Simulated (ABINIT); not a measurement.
# GaSb (F-43m) in ABINIT: a series of runs, part 2 of 2

ABINIT 10.8.3 (patched build). Earlier steps stand in the parts before.

**5. Band structure, LDA-VWN**

The input, run.abi:

```
ndtset 2

pp_dirpath "./"
pseudos "Sb.LDA_PW-JTH.xml, Ga.LDA_PW-JTH.xml"

acell 8.1751050464 8.1751050464 8.1751050464
rprim
     0.0000000000     0.7071067812     0.7071067812
     0.7071067812     0.0000000000     0.7071067812
     0.7071067812     0.7071067812     0.0000000000
ntypat 2
znucl 51 31
natom 2
typat 1 2
xcart
     8.6710083228     8.6710083228     8.6710083228
     0.0000000000     0.0000000000     0.0000000000

ecut 17.0
pawecutdg 34.0

ixc -1007

occopt 3
tsmear 0.05 eV

nstep 100

iomode 3
prtwf 0
prteig 0
prtebands 0
prtden1 1

kptopt1 1
ngkpt1 8 8 8
nshiftk1 1
shiftk1 0.0 0.0 0.0
nband1 18
tolvrs1 1.0e-9

iscf2 -2
getden2 1
nband2 22
nbdbuf2 2
tolwfr2 1.0e-12
kptopt2 -9
ndivsm2 6
prteig2 1
prtvol2 -3
kptbounds2
     0.0000000000     0.0000000000     0.0000000000
     0.5000000000     0.0000000000     0.5000000000
     0.5000000000     0.2500000000     0.7500000000
     0.3750000000     0.3750000000     0.7500000000
     0.0000000000     0.0000000000     0.0000000000
     0.5000000000     0.5000000000     0.5000000000
     0.6250000000     0.2500000000     0.6250000000
     0.5000000000     0.2500000000     0.7500000000
     0.5000000000     0.5000000000     0.5000000000
     0.3750000000     0.3750000000     0.7500000000
```

Potentials or basis: JTH PAW LDA v2.0.

Run with:

```console
$ abinit run.abi > log 2>&1
```

It took 86 s on 1 thread of Arm Neoverse V1, shared host; peak memory 0.13 GiB.

The run converged. Its results:

```
Free energy                                           : -4411.1953 eV
Pressure                                              : -2.0 GPa
Band gap on the k mesh                                : none (metal or under the smearing width)
Valence electrons inside the program's atomic spheres : Sb 12.56; Ga 11.06
```

Levels at the corners of the path, in eV from the Fermi level:
```tsv
point	band 10	band 11	band 12	band 13	band 14	band 15	band 16	band 17	band 18	band 19
Γ	-15.10	-11.58	-0.22	-0.04	-0.04	-0.04	2.74	2.74	2.74	5.57
X	-15.10	-9.15	-6.88	-2.61	-2.61	0.81	1.14	8.59	8.59	9.89
W	-15.10	-9.11	-6.75	-3.39	-3.17	3.58	4.23	4.31	4.69	9.83
K	-15.10	-9.22	-6.70	-3.65	-2.22	1.30	3.78	6.48	6.76	7.44
Γ	-15.10	-11.58	-0.22	-0.04	-0.04	-0.04	2.74	2.74	2.74	5.57
L	-15.10	-9.96	-6.44	-1.19	-1.19	0.24	3.71	3.71	6.31	9.17
U	-15.10	-9.22	-6.70	-3.65	-2.22	1.30	3.78	6.48	6.76	7.44
W	-15.10	-9.11	-6.75	-3.39	-3.17	3.58	4.23	4.31	4.69	9.83
L	-15.10	-9.96	-6.44	-1.19	-1.19	0.24	3.71	3.71	6.31	9.17
K	-15.10	-9.22	-6.70	-3.65	-2.22	1.30	3.78	6.48	6.76	7.44
```

Caveat: spin-orbit coupling is left out, which moves the levels of the heavy elements; this crystal is a semiconductor, whose small gap the functional closes, so the metal is an error of the method.

**6. Band structure, WC**

The input, run.abi:

```
# Datasets: ground state, then fixed potential
ndtset 2

# Pseudopotentials
pp_dirpath "./"
pseudos "Sb.GGA_PBE-JTH.xml, Ga.GGA_PBE-JTH.xml"

# Structure
acell 3*1.0
rprim
     0.0000000000     5.7806722152     5.7806722152
     5.7806722152     0.0000000000     5.7806722152
     5.7806722152     5.7806722152     0.0000000000
ntypat 2
znucl 51 31
natom 2
typat 1 2
xred
     0.7500000000     0.7500000000     0.7500000000
     0.0000000000     0.0000000000     0.0000000000

# Plane-wave basis
ecut 17.0
pawecutdg 34.0

# Exchange and correlation
ixc 23

# Bands and occupations
occopt 3
tsmear 0.00183747

# SCF cycle
nstep 100

# Output
iomode 3
prtwf 0
prteig 0
prtebands 0
enunit 2
prtden1 1
prtvha1 1
prtvclmb1 1
prtpot1 1

# Dataset 1
kptopt1 1
ngkpt1 8 8 8
nshiftk1 1
shiftk1 0.0 0.0 0.0
nband1 18
tolvrs1 1.0e-9

# Dataset 2: bands along G-X-W-K-G-L-U-W-L-K
iscf2 -2
getden2 1
nband2 22
nbdbuf2 2
tolwfr2 1.0e-12
kptopt2 -9
ndivsm2 6
prteig2 1
kptbounds2
     0.0000000000     0.0000000000     0.0000000000
     0.5000000000     0.0000000000     0.5000000000
     0.5000000000     0.2500000000     0.7500000000
     0.3750000000     0.3750000000     0.7500000000
     0.0000000000     0.0000000000     0.0000000000
     0.5000000000     0.5000000000     0.5000000000
     0.6250000000     0.2500000000     0.6250000000
     0.5000000000     0.2500000000     0.7500000000
     0.5000000000     0.5000000000     0.5000000000
     0.3750000000     0.3750000000     0.7500000000
```

Potentials or basis: JTH PAW PBE v2.0.

Run with:

```console
$ abinit run.abi > log 2>&1
```

Run time: 87 s. Hardware: 1 thread of Arm Neoverse V1, shared host; peak memory 0.14 GiB.

It converged, with:

- Free energy: -4402.2900 eV
- Pressure: -0.3 GPa
- Band gap on the k mesh: none (metal or under the smearing width)
- Valence electrons inside the program's atomic spheres: Sb 12.55; Ga 11.05

Levels at the corners of the path, in eV from the Fermi level:
```
point  band 11  band 12  band 13  band 14  band 15  band 16  band 17  band 18
    Γ   -11.56    -0.11    -0.04    -0.04    -0.04     2.73     2.73     2.73
    X    -9.11    -6.87    -2.62    -2.62     0.79     1.11     8.64     8.64
    W    -9.07    -6.73    -3.42    -3.19     3.60     4.19     4.32     4.66
    K    -9.18    -6.69    -3.68    -2.24     1.29     3.77     6.51     6.77
    Γ   -11.56    -0.11    -0.04    -0.04    -0.04     2.73     2.73     2.73
    L    -9.93    -6.44    -1.20    -1.20     0.28     3.69     3.69     6.27
    U    -9.18    -6.69    -3.68    -2.24     1.29     3.77     6.51     6.77
    W    -9.07    -6.73    -3.42    -3.19     3.60     4.19     4.32     4.66
    L    -9.93    -6.44    -1.20    -1.20     0.28     3.69     3.69     6.27
    K    -9.18    -6.69    -3.68    -2.24     1.29     3.77     6.51     6.77
```

Caveat: the PAW data sets were made with another functional, which shifts forces and pressure a little; spin-orbit coupling is left out, which moves the levels of the heavy elements; this crystal is a semiconductor, whose small gap the functional closes, so the metal is an error of the method.

**7. Overview**

```csv
task,level,potentials or basis,cutoff (eV),fine-grid cutoff,gap on the mesh (eV),pressure (GPa)
band structure,BP86,JTH PAW PBE v2.0 sp,544,1088.46 eV,none,2.7
equation of state,PBE,JTH PAW PBE v2.0,327,653.073 eV,-,-
band structure,LDA-Teter,JTH PAW LDA v2.0 sp,544,1088.46 eV,none,-1.5
band structure,LDA-VWN,JTH PAW LDA v2.0,463,925.187 eV,none,-2.0
band structure,WC,JTH PAW PBE v2.0,463,925.187 eV,none,-0.3
```

Alike in all rows: no spin polarisation; cell as given; k mesh 8 × 8 × 8; smearing fermi-dirac 0.05 eV.

Caveats: spin-orbit coupling is left out, which moves the levels of the heavy elements (some runs); this crystal is a semiconductor, whose small gap the functional closes, so the metal is an error of the method (some runs); the PAW data sets were made with another functional, which shifts forces and pressure a little (some runs); this set keeps more shells in the core, which shifts pressures and gaps (some runs); pressures at fixed basis lie under the slope of the energies (some runs).

Absolute energies hang on the potentials; compare differences alone.

**8. Comparison with measurements**

Step 2. Against the measured gap of GaSb, 0.811 eV (direct; 4.2 K; a printed reference work, data compilation), the calculated 0.00 eV is off by -0.81 eV. Spin-orbit coupling on Ga, Sb is left out. The value is that of BP86 on a finite k mesh, which can miss the band edges, without temperature or zero-point motion.

Step 4. A measured gap of GaSb is 0.811 eV (direct; 4.2 K; a printed reference work, data compilation); the calculated 0.00 eV misses it by -0.81 eV. Spin-orbit coupling on Ga, Sb is left out. The value is that of LDA-Teter on a finite k mesh, which can miss the band edges, without temperature or zero-point motion. Semilocal functionals fall short of measured gaps as a rule.

Step 5. Against the measured gap of GaSb, 0.811 eV (direct; 4.2 K; a printed reference work, data compilation), the calculated 0.00 eV is off by -0.81 eV. Spin-orbit coupling on Ga, Sb is left out. The value is that of LDA-VWN on a finite k mesh, which can miss the band edges, without temperature or zero-point motion. Semilocal functionals fall short of measured gaps as a rule.

Step 6. Against the measured gap of GaSb, 0.811 eV (direct; 4.2 K; a printed reference work, data compilation), the calculated 0.00 eV is off by -0.81 eV. Spin-orbit coupling on Ga, Sb is left out. The value is that of WC on a finite k mesh, which can miss the band edges, without temperature or zero-point motion. Semilocal functionals fall short of measured gaps as a rule.
